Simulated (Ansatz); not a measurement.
Take GeTe (space group R3m, No. 160; a = 4.162 Å, c = 10.463 Å (hexagonal axes)) as the base.

Method: PBEsol (Ansatz, a first-principles code), no spin-orbit coupling.

For the base:

- Volume per atom: 26.16 Å³
- c/a ratio: 2.514

It is then changed as follows: a hydrostatic pressure of 4.5 GPa.

Question: Predict the new volume per atom and c/a ratio.

Answer: The volume per atom drops by 2.04 Å³ (26.16 Å³ → 24.12 Å³); the c/a ratio drops by 0.045 (2.514 → 2.469).

Load acts through the strain it causes; cell and atoms are relaxed under it. Stability against distortions was not tested.
